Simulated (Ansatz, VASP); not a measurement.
# Two plane-wave programs on CuAu

Contents of INCAR:

```
PREC = Accurate ; ENCUT = 520
EDIFF = 1E-7 ; ISMEAR = -1
SIGMA = 0.05 ; LREAL = F
LASPH = T ; NELM = 80
ALGO = Normal ; ISIF = 2
LWAVE = F ; LCHARG = F
GGA = PE ; NBANDS = 18
```

Contents of KPOINTS:

```
Automatic mesh
0
Gamma
  9 9 7
```

The input POSCAR:

```
CuAu
1.0
    2.8107494552      0.0000000000      0.0000000000
    0.0000000000      2.8107494552      0.0000000000
    0.0000000000      0.0000000000      3.6850000000
Au Cu
1 1
Direct
   -0.0070600000      0.0031540000     -0.0155730000
    0.4965640000      0.4897100000      0.4947630000
```

File input.yaml:

```yaml
crystal:
  lattice:
    - [2.8107494552, 0.0, 0.0]
    - [0.0, 2.8107494552, 0.0]
    - [0.0, 0.0, 3.685]
  atoms:
    - { symbol: Au, position: [-0.00706, 0.003154, -0.015573] }
    - { symbol: Cu, position: [0.496564, 0.48971, 0.494763] }
hamiltonian:
  xc: pbe
  pseudopotentials: { kind: paw }
kpoints:
  mp_grid: { grid: [9, 9, 7] }
scf:
  occupations: { method: fermi_dirac, width: 0.05 }
output:
  forces: true
  stress: true
  eigenvalues: true
  write_density: true
  write_potential: true
  elf: true
  volumetric_format: npy
```

Change from the starting cell: atoms moved at random, drawn with an rms of 0.05 Å.

Alike in both runs: task single point; functional PBE; k mesh 9 × 9 × 7; occupations fermi-dirac, width 0.05 eV; no spin polarisation.

```csv
,VASP,Ansatz
version,VASP 6.6.1,Ansatz 0.2.0
potentials or method,"VASP PAW PBE potentials, release 64 (Au, Cu)",Ansatz PAW
plane-wave cutoff (eV),520,420
valence electrons in the cell,22,38
```

```csv
,VASP,Ansatz,Ansatz less VASP
gap on the k mesh at the Fermi level (eV),none,none,-
pressure (GPa),4.6,4.7,+0.11
largest component of the traceless stress (GPa),0.36,0.42,+0.060
rms of the force components (eV/Å),0.176,0.176,+0.0004
```

Atom by atom the forces differ by 0.000 eV/Å (rms over components). A gap of «none» marks a metal or a gap that the smearing closes. With one functional, cell and mesh, what is left measures potentials, basis and numerics. The two sets of potentials don't hold the same shells in valence.

Spin-orbit coupling is left out, which matters for the levels of Au.
